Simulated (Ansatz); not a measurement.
# TaN: band structure with PBEsol

TaN:

```
Ta N
1.0
     0.00000    2.21132    2.21132
     2.21132    0.00000    2.21132
     2.21132    2.21132    0.00000
Ta N
1 1
Direct
  0.50000 0.50000 0.50000
  0.00000 0.00000 0.00000
```

The cell comes from a database or a generator and needn't be the stable form of this composition.

```yaml
Program: Ansatz 0.2.0
Task: band structure
Functional: PBEsol
Potentials_or_basis: all-electron LAPW, relativistic spinors
Cutoff: 355 eV (chosen from the basis error)
Basis_error_allowed: 0.001 eV/atom
k_mesh: 8 × 8 × 8
Occupations: fermi-dirac, width 0.05 eV
Spin: spin-orbit coupling, no magnetisation
```

```json
{
 "Pressure": "-10.4 GPa",
 "Band gap along the path": "none (metal or under the smearing width)"
}
```

Levels at the corners of the path, in eV from the Fermi level:
```csv
point,band 48,band 49,band 50,band 51,band 52,band 53
Γ,-3.72,-2.25,-2.25,-2.25,-2.25,-1.88
X,-4.73,-4.41,-4.41,2.00,2.00,3.14
W,-6.48,-0.29,-0.29,-0.15,-0.15,3.30
K,-6.08,-2.23,-2.23,2.24,2.24,2.59
Γ,-3.72,-2.25,-2.25,-2.25,-2.25,-1.88
L,-7.46,1.68,1.68,1.76,1.76,2.15
U,-6.08,-2.23,-2.23,2.24,2.24,2.59
W,-6.48,-0.29,-0.29,-0.15,-0.15,3.30
```

Wall time 120 s on 1 thread of Arm Neoverse V1, with other jobs on the host, peak memory 0.55 GiB.

Caveat: the k mesh is thin for a metal, which can move the energy by tens of meV per atom.
